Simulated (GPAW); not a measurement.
TiTe2 in GPAW: the effect of strain tetragonal

The system is TiTe2.

```xyz
3
Lattice="3.6259 0.0000 0.0000 -1.8130 3.1401 0.0000 0.0000 0.0000 7.0508" Properties=species:S:1:pos:R:3 pbc="T T T"
Te    0.0000    2.0934    5.1978
Te    1.8130    1.0467    1.8529
Ti    0.0000    0.0000    0.0000
```

Alike in all runs:

- Program: GPAW 26.7.0
- Task: single point
- Functional: PBEsol
- Potentials or basis: PAW data sets generated in the run's folder for this functional
- Cutoff: 600 eV
- Basis: pw
- k mesh: 8 × 8 × 4
- Occupations: fermi-dirac, width 0.05 eV
- Spin: no spin polarisation
- Maxiter: 150

| strain tetragonal | pressure (GPa) | largest force (eV/Å) |
| --- | --- | --- |
| -0.04 | -3.0 | 0.69 |
| -0.02 | ? | ? |
| -0.01 | -2.7 | 0.24 |
| 0 | -2.6 | 0.13 |
| 0.01 | -2.5 | 0.02 |
| 0.02 | -2.3 | 0.09 |
| 0.04 | -2.0 | 0.25 |

Q: What does the run with strain tetragonal -0.02 give?

A: Pressure -2.8 GPa; largest force 0.37 eV/Å.

Worked out: A straight line through the other rows of the pressure, of slope 12.4 GPa per unit of strain tetragonal, gives -2.8 GPa, against the run's -2.8. A parabola through the other rows of the largest force, of slope -14.7 eV/Å per unit of strain tetragonal there, gives 0.32 eV/Å, against the run's 0.37.

Caveats: the density grid can change from cell to cell, which puts small steps into energies and stress; this functional lacks dispersion, which binds the layers, so the pressure and a relaxed spacing across them are unreliable.
